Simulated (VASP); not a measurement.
# TiPt5 (F-43m) in VASP: reference runs

How does TiPt5 come out in PBE? The cell is run as given.

All numbers are computed with VASP 6.6.1; they aren't measurements. Logs are shortened: lines on timing, memory, paths and dates and some standing lists are left out, and cuts for length are marked.

### 1 Starting point

The structure is cubic, space group F-43m (No. 216). Conventional cell: a = 7.358 Å, b = 7.358 Å, c = 7.358 Å, α = 90.00°, β = 90.00°, γ = 90.00°. Ti (site symmetry -43m) has 16 Pt at 3.05 to 3.19 Å as nearest neighbours. Pt (site symmetry -43m) has 12 Pt at 3.05 Å and 4 Ti at 3.19 Å as nearest neighbours. Pt (site symmetry 3m) has 6 Pt at 2.60 to 2.61 Å as nearest neighbours.

The cell was built by a generator and needn't be a form met in nature.

### 2 Single point, PBE

Contents of INCAR:

```
SYSTEM = TiPt5
PREC = Accurate
ENCUT = 520
EDIFF = 1E-7
ISMEAR = -1
SIGMA = 0.05
LREAL = .FALSE.
LASPH = .TRUE.
NELM = 60
ALGO = Normal
ISIF = 2
LWAVE = .FALSE.
LCHARG = .TRUE.
GGA = PE
LELF = .TRUE.
LVHAR = .TRUE.
NBANDS = 40
```

Contents of KPOINTS:

```
regular mesh
0
G
  6 6 6
  0 0 0
```

Contents of POSCAR:

```
TiPt5
1.0
    0.0000000000      3.6789600000      3.6789600000
    3.6789600000      0.0000000000      3.6789600000
    3.6789600000      3.6789600000      0.0000000000
Ti Pt
1 5
Direct
    0.0000000000      0.0000000000      0.0000000000
    0.2500000000      0.2500000000      0.2500000000
    0.6248100000      0.6248100000      0.6248100000
    0.1255600000      0.6248100000      0.6248100000
    0.6248100000      0.6248100000      0.1255600000
    0.6248100000      0.1255600000      0.6248100000
```

Potentials or basis: VASP PAW PBE potentials, release 64 (Ti_sv, Pt).

Run with:

```
> cat potpaw_PBE.64/Ti_sv/POTCAR potpaw_PBE.64/Pt/POTCAR > POTCAR
> mpirun -np 1 vasp_std > vasp.out
```

OUTCAR:

```text
SYSTEM = TiPt5
   PREC = Accurate
   ENCUT = 520
   EDIFF = 1E-7
   ISMEAR = -1
   LREAL = .FALSE.
   LASPH = .TRUE.
   NELM = 60
   ISIF = 2
   GGA = PE

 ion  position               nearest neighbor table
   1  0.000  0.000  0.000-   5 3.05   6 3.05   4 3.05   5 3.05   4 3.05   6 3.05   3 3.05   3 3.05
                             3 3.05   4 3.05   5 3.05   6 3.05   2 3.19   2 3.19   2 3.19   2 3.19
   2  0.250  0.250  0.250-   4 3.05   5 3.05   6 3.05   3 3.05   3 3.05   3 3.05   4 3.05   4 3.05
                             5 3.05   6 3.05   5 3.05   6 3.05   1 3.19   1 3.19   1 3.19   1 3.19
   3  0.625  0.625  0.625-   4 2.60   5 2.60   6 2.60   4 2.61   6 2.61   5 2.61   2 3.05   2 3.05
                             2 3.05   1 3.05   1 3.05   1 3.05
   4  0.126  0.625  0.625-   3 2.60   5 2.60   6 2.60   6 2.61   5 2.61   3 2.61   2 3.05   2 3.05
                             2 3.05   1 3.05   1 3.05   1 3.05
   5  0.625  0.625  0.126-   3 2.60   4 2.60   6 2.60   6 2.61   4 2.61   3 2.61   2 3.05   2 3.05
                             2 3.05   1 3.05   1 3.05   1 3.05
   6  0.625  0.126  0.625-   3 2.60   4 2.60   5 2.60   4 2.61   5 2.61   3 2.61   2 3.05   2 3.05
                             2 3.05   1 3.05   1 3.05   1 3.05

  LATTYP: Found a face centered cubic cell.
 ALAT       =     7.3579200000

  Lattice vectors:

 A1 = (   0.0000000000,   3.6789600000,   3.6789600000)
 A2 = (   3.6789600000,   0.0000000000,   3.6789600000)
 A3 = (   3.6789600000,   3.6789600000,   0.0000000000)

Analysis of symmetry for initial positions (statically):
=====================================================================
 Subroutine PRICEL returns:
 Original cell was already a primitive cell.

 Routine SETGRP: Setting up the symmetry group for a
 face centered cubic supercell.

 Subroutine GETGRP returns: Found  6 space group operations
 (whereof  6 operations were pure point group operations)
 out of a pool of 48 trial point group operations.

The static configuration has the point symmetry C_3v.

Analysis of symmetry for dynamics (positions and initial velocities):
=====================================================================
 Subroutine PRICEL returns:
 Original cell was already a primitive cell.

 Routine SETGRP: Setting up the symmetry group for a
 face centered cubic supercell.

 Subroutine GETGRP returns: Found  6 space group operations
 (whereof  6 operations were pure point group operations)
 out of a pool of 48 trial point group operations.

The dynamic configuration has the point symmetry C_3v.

 Subroutine INISYM returns: Found  6 space group operations
 (whereof  6 operations are pure point group operations),
 and found     1 'primitive' translations

----------------------------------------------------------------------------------------

                                     Primitive cell

  volume of cell :      99.5876

  direct lattice vectors                    reciprocal lattice vectors
     0.000000000  3.678960000  3.678960000    -0.135907974  0.135907974  0.135907974
     3.678960000  0.000000000  3.678960000     0.135907974 -0.135907974  0.135907974
     3.678960000  3.678960000  0.000000000     0.135907974  0.135907974 -0.135907974

  length of vectors
     5.202835127  5.202835127  5.202835127     0.235399516  0.235399516  0.235399516

  position of ions in fractional coordinates (direct lattice)
     0.000000000  0.000000000  0.000000000
     0.250000000  0.250000000  0.250000000
     0.624810000  0.624810000  0.624810000
     0.125560000  0.624810000  0.624810000
     0.624810000  0.624810000  0.125560000
     0.624810000  0.125560000  0.624810000

  ion indices of the primitive-cell ions
   primitive index   ion index
                 1           1
                 2           2
                 3           3
                 4           4
                 5           5
                 6           6

----------------------------------------------------------------------------------------

 KPOINTS: regular mesh

Automatic generation of k-mesh.
 Grid dimensions read from file:
 generate k-points for:    6    6    6

 Generating k-lattice:

  Cartesian coordinates                     Fractional coordinates (reciprocal lattice)
    -0.022651329  0.022651329  0.022651329     0.166666667  0.000000000  0.000000000
     0.022651329 -0.022651329  0.022651329     0.000000000  0.166666667  0.000000000
     0.022651329  0.022651329 -0.022651329     0.000000000  0.000000000  0.166666667

  Length of vectors
     0.039233253  0.039233253  0.039233253

  Shift w.r.t. Gamma in fractional coordinates (k-lattice)
     0.000000000  0.000000000  0.000000000

 Subroutine IBZKPT returns following result:
 ===========================================

 Found     32 irreducible k-points:

 Following reciprocal coordinates:
            Coordinates               Weight
  0.000000  0.000000  0.000000      1.000000
  0.166667  0.000000  0.000000      6.000000
  0.166667  0.166667  0.166667      2.000000
  0.333333  0.000000  0.000000      6.000000
  0.333333  0.333333  0.333333      2.000000
  0.500000  0.000000  0.000000      3.000000
[... 16 lines left out ...]
  0.500000  0.166667  0.500000      6.000000
 -0.333333  0.333333  0.000000      6.000000
 [... further k-points ...]
   k-points           NKPTS =     32   k-points in BZ     NKDIM =     32   number of bands    NBANDS=     40
   number of dos      NEDOS =    301   number of ions     NIONS =      6
   total plane-waves  NPLWV =  64000
   dimension x,y,z NGX =    40 NGY =   40 NGZ =   40
   dimension x,y,z NGXF=    80 NGYF=   80 NGZF=   80
   ions per type =               1   5
   NGX,Y,Z   is equivalent  to a cutoff of  12.78, 12.78, 12.78 a.u.
   NGXF,Y,Z  is equivalent  to a cutoff of  25.56, 25.56, 25.56 a.u.
 SYSTEM =  TiPt5
   PREC   = accura    normal or accurate (medium, high low for compatibility)
   ISTART =      0    job   : 0-new  1-cont  2-samecut
   ICHARG =      2    charge: 1-file 2-atom 10-const
   ISPIN  =      1    spin polarized calculation?
   LNONCOLLINEAR =      F non collinear calculations
   LSORBIT =      F    spin-orbit coupling
   LASPH  =      T    aspherical Exc in radial PAW
   ENCUT  =  520.0 eV  38.22 Ry    6.18 a.u.   9.67  9.67  9.67*2*pi/ulx,y,z
   NELM   =     60;   NELMIN=  2; NELMDL= -5     # of ELM steps
   EDIFF  = 0.1E-06   stopping-criterion for ELM
   LREAL  =      F    real-space projection
   EDIFFG = 0.1E-05   stopping-criterion for IOM
   NSW    =      0    number of steps for IOM
   IBRION =     -1    ionic relax: 0-MD 1-quasi-New 2-CG
   NFREE  =      0    steps in history (QN), initial steepest desc. (CG)
   ISIF   =      2    stress and relaxation
   ISYM   =      2    0-nonsym 1-usesym 2-fastsym
   POTIM  = 0.5000    time-step for ionic-motion
   TEBEG  =    0.0;   TEEND  =   0.0 temperature during run
   PSTRESS=    0.0 pullay stress
   NELECT =      62.0000    total number of electrons
   NUPDOWN=      -1.0000    fix difference up-down
   EMIN   =  10.00;   EMAX   =-10.00  energy-range for DOS
   EFERMI =   0.00;   METHOD = LEGACY
   ISMEAR =    -1;   SIGMA  =   0.05  broadening in eV -4-tet -1-fermi 0-gaus
   EFERMI_NEDOS =   21; number of points for ismear=-14 and -15
   IALGO  =     38    algorithm
   IMIX   =      4    mixing-type and parameters
     AMIX     =   0.40;   BMIX     =  1.00
     AMIX_MAG =   1.60;   BMIX_MAG =  1.00
  volume/ion in A,a.u.               =      16.60       112.01
  Fermi-wavevector in a.u.,A,eV,Ry     =   1.397881  2.641613 26.586770  1.954072
  Thomas-Fermi vector in A             =   2.521094
   LORBIT       =      0    0 simple, 1 ext, 2 COOP (PROOUT), +10 PAW based schemes
   GGA     = PE    functional components
   LHFCALC =     F    Hartree Fock is set to
   AEXX    =    0.0000 exact exchange contribution
   IVDW    =     0    specifies the selected vdW correction
   LEPSILON=     F    determine dielectric tensor
   LRPA    =     F    only Hartree local field effects (RPA)
 non-spin polarized calculation
  energy-cutoff  :      520.00
  volume of cell :       99.59
 maximum number of plane-waves:      2733
 NGX is ok and might be reduce to    40
   NGX = 19   NGY = 19   NGZ = 19

 number of electron      61.9999994 magnetization

 Free energy of the ion-electron system (eV)
  ---------------------------------------------------
  ext. energy  EPLUGINS =         0.00000000
  ---------------------------------------------------
  free energy    TOTEN  =       -39.98334558 eV

  energy without entropy =      -39.94635196  energy(sigma->0) =      -39.96484877

 E-fermi :   9.7111     XC(G=0): -12.6586

 val. band max:        9.6859014006   @ k =   0.1667   0.1667  -0.3333
 cond. band min:       9.7346316109   @ k =  -0.3333   0.1667   0.0000
 fundamental gap:      0.0487302103
 Fermi energy:         9.7110583061

 k-point     1 :       0.0000    0.0000    0.0000
  band No.  band energies     occupation
      1     -48.3071      2.00000
      2     -24.4922      2.00000
      3     -24.4922      2.00000
      4     -24.4922      2.00000
      5      -0.0871      2.00000
      6       2.2570      2.00000
[... 32 lines left out ...]
     39      13.3190      0.00000
     40      13.8408      0.00000

 k-point     2 :       0.1667    0.0000    0.0000
  band No.  band energies     occupation
      1     -48.3070      2.00000
      2     -24.4924      2.00000
      3     -24.4922      2.00000
      4     -24.4922      2.00000
      5       0.1945      2.00000
      6       2.4718      2.00000
[... 32 lines left out ...]
     39      13.5193      0.00000
     40      14.2028      0.00000

 k-point     3 :       0.1667    0.1667    0.1667
  band No.  band energies     occupation
      1     -48.3070      2.00000
      2     -24.4925      2.00000
      3     -24.4922      2.00000
      4     -24.4922      2.00000
      5       0.1945      2.00000
      6       2.4718      2.00000
[... 32 lines left out ...]
     39      13.5193      0.00000
     40      14.2028      0.00000

 k-point     4 :       0.3333    0.0000    0.0000
  band No.  band energies     occupation
      1     -48.3070      2.00000
      2     -24.4929      2.00000
      3     -24.4921      2.00000
      4     -24.4921      2.00000
      5       0.8806      2.00000
      6       2.9835      2.00000
[... 32 lines left out ...]
     39      13.2489      0.00000
     40      14.6847      0.00000
[... 772 lines left out ...]
     39      12.5791      0.00000
     40      14.4030      0.00000

 k-point    23 :       0.5000    0.1667    0.5000
  band No.  band energies     occupation
      1     -48.3070      2.00000
      2     -24.4928      2.00000
      3     -24.4923      2.00000
      4     -24.4922      2.00000
      5       2.0531      2.00000
      6       3.0957      2.00000
[... 32 lines left out ...]
     39      12.5791      0.00000
     40      14.4030      0.00000

 k-point    24 :      -0.3333    0.3333    0.0000
  band No.  band energies     occupation
      1     -48.3070      2.00000
      2     -24.4928      2.00000
      3     -24.4925      2.00000
      4     -24.4921      2.00000
      5       2.0631      2.00000
      6       3.4786      2.00000
[... 32 lines left out ...]
     39      12.6481      0.00000
     40      15.5152      0.00000

 [... further k-points ...]
[... 5 lines left out ...]
  --------------------------------------------------------------------------------------
  -------------------------------------------------------------------------------------
  Total       -0.2656310     -0.2656310     -0.2656310     -0.0000066     -0.0000066     -0.0000066
  in kB       -4.2735036     -4.2735036     -4.2735036     -0.0001065     -0.0001065     -0.0001065
  external PRESSURE =      -4.2735036 kB  Pullay stress =       0.0000000 kB

 VOLUME and BASIS-vectors are now :
 -----------------------------------------------------------------------------
  energy-cutoff  :      520.00
  volume of cell :       99.59
      direct lattice vectors                 reciprocal lattice vectors
     0.000000000  3.678960000  3.678960000    -0.135907974  0.135907974  0.135907974
     3.678960000  0.000000000  3.678960000     0.135907974 -0.135907974  0.135907974
     3.678960000  3.678960000  0.000000000     0.135907974  0.135907974 -0.135907974

 POSITION                                       TOTAL-FORCE (eV/Angst)
 -----------------------------------------------------------------------------------
      0.00000      0.00000      0.00000        -0.000014     -0.000014     -0.000014
      1.83948      1.83948      1.83948        -0.000047     -0.000047     -0.000047
      4.59730      4.59730      4.59730        -0.009786     -0.009786     -0.009786
      4.59730      2.76058      2.76058        -0.009769      0.009808      0.009808
      2.76058      2.76058      4.59730         0.009808      0.009808     -0.009769
      2.76058      4.59730      2.76058         0.009808     -0.009769      0.009808
 -----------------------------------------------------------------------------------
    total drift:                               -0.000001     -0.000001     -0.000001

  FREE ENERGIE OF THE ION-ELECTRON SYSTEM (eV)
  ---------------------------------------------------
  free  energy   TOTEN  =       -39.9833455800 eV

  energy  without entropy=      -39.9463519605  energy(sigma->0) =      -39.96484877
```

Run time: 4.3 min. Hardware: 1 thread of AMD EPYC 7R13 (Zen 3), shared host; peak memory 0.26 GiB.

Results:

```yaml
Free_energy: -39.9833 eV
Pressure: -0.4 GPa
Largest_force: 0.017 eV/Å
Band_gap_on_the_k_mesh: none (metal or under the smearing width)
```

Forces on the atoms (eV/Å):
```
Ti   0.000  0.000  0.000
Pt   0.000  0.000  0.000
Pt  -0.010 -0.010 -0.010
Pt  -0.010  0.010  0.010
Pt   0.010  0.010 -0.010
Pt   0.010 -0.010  0.010
```

Levels at points of the mesh, in eV from the Fermi level:
| k point | band 26 | band 27 | band 28 | band 29 | band 30 | band 31 | band 32 | band 33 | band 34 | band 35 |
| --- | --- | --- | --- | --- | --- | --- | --- | --- | --- | --- |
| (0.00, 0.00, 0.00) | -1.47 | -1.47 | 0.07 | 0.07 | 0.07 | 0.65 | 0.96 | 0.96 | 1.15 | 1.15 |
| (0.50, 0.00, 0.00) | -1.29 | -1.25 | -1.25 | -1.10 | -1.10 | 0.43 | 0.75 | 0.75 | 1.09 | 1.09 |
| (0.50, 0.50, 0.50) | -1.29 | -1.25 | -1.25 | -1.10 | -1.10 | 0.43 | 0.75 | 0.75 | 1.09 | 1.09 |
| (0.50, 0.50, 0.00) | -1.75 | -1.49 | -0.88 | -0.84 | -0.84 | -0.45 | -0.40 | 1.04 | 1.05 | 1.05 |

Spin-orbit coupling is left out, which matters for the levels of Pt.
